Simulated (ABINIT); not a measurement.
The system is MgS.

```
S Mg
1.0
     0.00000    2.83312    2.83312
     2.83312    0.00000    2.83312
     2.83312    2.83312    0.00000
S Mg
1 1
Direct
  0.25000 0.25000 0.25000
  0.00000 0.00000 0.00000
```

The cell comes from a database or a generator and needn't be the stable form of this composition.

Base run:

```yaml
Program: ABINIT 10.8.3 (patched build)
Functional: TB-mBJ
Potentials_or_basis: JTH PAW LDA v2.0
Cutoff: 653 eV
k_mesh: 8 × 8 × 8
Occupations: fermi-dirac, width 0.05 eV
Spin: no spin polarisation
```

Its results: band gap on the k mesh 5.17 eV, direct.

Task: The run is repeated on the same cell with these changes: functional from TB-mBJ to LDA; cutoff from 653 eV to 544 eV; fine-grid cutoff from 1251.72 eV to 1088.46 eV. What comes out?

Result: Band gap on the k mesh 3.17 eV, direct.

Caveats: the constant c of TB-mBJ comes from the pseudo density here, which moves gaps by up to 0.3 eV between sets of potentials (some runs).

Not every run made on this cell is shown here.
